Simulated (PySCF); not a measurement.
Molecule: Ethoxy ethane, C₄H₁₀O.

Mapped SMILES: `[CH3:1][CH2:2][O:3][CH2:4][CH3:5]`. Hydrogens are named by the atom that carries them.

Geometry PBE0-D3(BJ)/def2-SVP throughout; GIAO in PySCF, gas phase, one conformer, non-relativistic; equivalent atoms averaged; basis pcSseg-1.

(1) How do the absolute shieldings σ depend on the functional? (ppm; last column core-seconds on shared hosts with different chips, so compare them loosely)

(2) Which nucleus moves most, in ppm?

Answers

(1) 
```
functional                    kind  C2/C4  C1/C5     O3  H(C2)/H(C4)  H(C1)/H(C5)  core-s
        HF            Hartree–Fock  130.0  173.0  307.9        28.78        30.42     4.7
       LDA                     LDA  107.6  164.3  263.7        27.32        29.60      12
       PBE                     GGA  108.5  162.3  258.7        27.77        29.97      17
      BLYP                     GGA  102.3  156.8  251.0        27.92        30.11      17
      BP86                     GGA  108.1  161.8  261.4        27.84        30.04      18
      OPBE                     GGA  117.3  167.6  267.2        27.89        30.03      18
       KT2                     GGA  113.2  165.6  260.3        27.78        29.96      17
       KT3                     GGA  113.4  164.2  257.7        27.98        30.10      16
     B97-D                     GGA  108.7  160.8  260.3        28.00        30.16      15
     B3LYP           global hybrid  109.0  161.1  266.6        28.09        30.14     9.4
      PBE0           global hybrid  116.1  166.9  276.6        28.03        30.05      16
  mPW1PW91           global hybrid  115.3  165.8  276.6        28.09        30.10     9.3
      WP04           global hybrid  102.5  153.5  263.8        28.45        30.38      13
     B97-2           global hybrid  115.7  165.8  274.6        28.13        30.15      13
 BHandHLYP           global hybrid  117.3  166.0  284.3        28.33        30.19      13
 CAM-B3LYP  range-separated hybrid  113.4  164.7  278.3        28.08        30.07      17
   wB97X-D  range-separated hybrid  116.6  166.7  282.6        28.18        30.15      16
   LC-wPBE  range-separated hybrid  122.2  171.4  295.4        28.18        30.10      25
```

(2) O3 (ether oxygen): from 251.0 ppm with BLYP to 307.9 ppm with HF. The smallest spread is 0.81 ppm, at H(C1)/H(C5). Proton shifts span only some 12 ppm, so a few tenths of a ppm matter as much there as several ppm in carbon.
